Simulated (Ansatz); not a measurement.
## Computed properties of KBr

```
CELL_PARAMETERS angstrom
5.67191 0.00000 0.00000
-2.83595 4.91202 0.00000
0.00000 0.00000 6.64448
ATOMIC_POSITIONS crystal
K 0.33333 0.66667 0.93800
K 0.66667 0.33333 0.43800
Br 0.33333 0.66667 0.43800
Br 0.66667 0.33333 0.93800
```

Atoms are numbered in the order listed.

The structure comes from a relaxation in the same program, started in the wurtzite type, and has space group P6_3/mmc. Whether it is a known phase or the ground state wasn't checked. The relaxation left the symmetry of that type.

Methods: DFT, PBE, all-electron LAPW, scalar-relativistic (Ansatz 0.2.0); DFT, PBE, PAW with Ansatz's default frozen-core files, scalar-relativistic (Ansatz 0.2.0); DFT, PBE, all-electron PAW with datasets made for the crystal, scalar-relativistic (Ansatz 0.2.0).

For LAPW: a Γ-centred 10×10×6 k mesh, Fermi–Dirac smearing of 0.05 eV, basis error target 1 meV/atom, no spin polarisation. PAW takes a cutoff of 420 eV at this cell. The crystal-made all-electron datasets (AE datasets) take a cutoff of 200 eV at this cell. The Ansatz runs share mesh, smearing and spin set-up. Values come from LAPW unless marked.

```json
{
  "Band gap": "4.14 eV, direct at Γ",
  "Löwdin charges (with 0.10 e of the cell spilling out of the atomic basis, so their sizes and signs hang on that basis)": "K1 0.76, Br3 -0.71 e",
  "Bader charges (from the PAW run)": "K1 +0.84, Br3 -0.84 e",
  "Field gradients Vzz (crystal-made datasets)": "K1 -0.41 (η = 0.00), Br3 0.40 (η = 0.00) in 10²¹ V/m²",
  "Volume per atom": "312.3 bohr³",
  "Pressure at this cell": "0.01 GPa"
}
```
